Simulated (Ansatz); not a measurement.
# InAs: the cost of one run

Program: Ansatz 0.2.0. Level of theory: DFT PBE, scalar-relativistic, plane waves, PAW. These are calculated values, not measurements.

The COD entry's cell or inner coordinates are ideal or old and differ from later refinements, so a difference from it is no clean test against experiment.

3 further runs of the same task are left out: 3 set aside as unsound or not needed.

### 1 The structure to begin with

It takes space group F-43m (No. 216, cubic). Conventional cell: a = 6.186 Å, b = 6.186 Å, c = 6.186 Å, α = 90.00°, β = 90.00°, γ = 90.00°. Around In (site symmetry -43m) lie 4 As at 2.68 Å. As (site symmetry -43m) has 4 In at 2.68 Å as nearest neighbours.

Coordinates:

```cif
data_structure
_symmetry_space_group_name_H-M 'P 1'
_symmetry_Int_Tables_number 1
_cell_length_a 4.3744
_cell_length_b 4.3744
_cell_length_c 4.3744
_cell_angle_alpha 60.000
_cell_angle_beta 60.000
_cell_angle_gamma 60.000
_cell_volume 59.19
loop_
_atom_site_label
_atom_site_type_symbol
_atom_site_fract_x
_atom_site_fract_y
_atom_site_fract_z
_atom_site_occupancy
In1 In 0.00000 0.00000 0.00000 1
As1 As 0.25000 0.25000 0.25000 1
```

This cell was relaxed beforehand with the same method: volume 29.59 Å³/atom, gap on the mesh none (metal).

### 2 Next: the (111) antiphase boundary, species swapped

The upper half of the cell takes the other sublattice, which makes two boundaries. Atoms and height relax; energies count from the bulk on a matched mesh, -5227.2346 eV an atom.

The cell holds 6 In, 6 As: a = 4.374 Å, b = 4.374 Å, c = 21.430 Å, α = 90.00°, β = 90.00°, γ = 120.00°.

### 3 The relaxation run

Contents of input.yaml:

```yaml
crystal:
  lattice:
    - [4.3743937299, 0.0, 0.0]
    - [-2.187196865, 3.7883360963, 0.0]
    - [0.0, 0.0, 21.4300651446]
  atoms:
    - { symbol: In, position: [0.0, 0.0, 0.0] }
    - { symbol: As, position: [0.6666666667, 0.3333333333, 0.2083333333] }
    - { symbol: As, position: [0.3333333333, 0.6666666667, 0.0416666667] }
    - { symbol: In, position: [0.3333333333, 0.6666666667, 0.1666666667] }
    - { symbol: In, position: [0.6666666667, 0.3333333333, 0.3333333333] }
    - { symbol: As, position: [0.0, 0.0, 0.375] }
    - { symbol: As, position: [0.0, 0.0, 0.5] }
    - { symbol: In, position: [0.6666666667, 0.3333333333, 0.7083333333] }
    - { symbol: In, position: [0.3333333333, 0.6666666667, 0.5416666667] }
    - { symbol: As, position: [0.3333333333, 0.6666666667, 0.6666666667] }
    - { symbol: As, position: [0.6666666667, 0.3333333333, 0.8333333333] }
    - { symbol: In, position: [0.0, 0.0, 0.875] }
basis:
  ecutwfc: 420
kpoints:
  mp_grid: { grid: [12, 12, 2] }
hamiltonian:
  xc: pbe
scf:
  occupations: { method: gaussian, width: 0.1 }
output:
  forces: true
  stress: true
  eigenvalues: true
  populations: true
  write_density: true
  write_potential: true
  elf: true
  volumetric_format: npy
relax:
  adjacent_minimum: "off"
  f_tol: 0.02
  max_steps: 45
  cell: { fix: [a, b, alpha, beta, gamma], stress_tol: 0.1 }
```

Started as:

```bash
$ ansatz run input.yaml --threads 2 --pin off --max-ram 5120MiB --backend cpu --events-out ev --progress --plain --runs-dir out
```

What time and memory should one allow on 2 threads of Intel Xeon Platinum 8488C (Sapphire Rapids), shared host?

About 3.6 min, with a peak of 1.4 GiB.
